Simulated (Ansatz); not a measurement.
Runs of Ansatz 0.2.0 on Al2Au. Symmetry: Fm-3m, No. 225, cubic system. The conventional cell has a = 6.000 Å, b = 6.000 Å, c = 6.000 Å, α = 90.00°, β = 90.00°, γ = 90.00°. Au (site symmetry m-3m) has 8 Al at 2.60 Å as nearest neighbours. Al (site symmetry -43m) has 4 Au at 2.60 Å as nearest neighbours. 

```csv
level,cell,cutoff (eV),target pressure (GPa),gap on the mesh (eV),pressure (GPa),relaxed volume (Å³/atom)
revPBE,relaxed,420,-,none,0.0,(a)
r2SCAN,relaxed,500,-,none,0.0,18.07
PBEsol,relaxed,420,-,none,0.0,18.01
PBEsol,relaxed to 30 GPa,420,30,none,30.0,-
BLYP,relaxed,420,-,none,0.0,19.30
```

Alike in all rows: task relaxation of cell and atoms; potentials or basis Ansatz PAW; no spin polarisation; k mesh 8 × 8 × 8; smearing fermi-dirac 0.05 eV.

Problem. Fill in the values left out.

Solution. (a) 18.81.

Caveats: the plane-wave basis is chosen anew once the cell has moved, so the energies of steps on either side of that aren't comparable; the PAW data sets come from PBE, with cores solved anew for the run's functional, which leaves a small shift of forces and pressure; the volume moved by over 15 % at a fixed basis, so the end points are rough (some runs).

A k mesh can miss the band edges, and the runs leave out spin-orbit coupling on Au.

A gap of «none» marks a metal or a gap under the smearing width.

Runs at the PBE level aren't shown here.
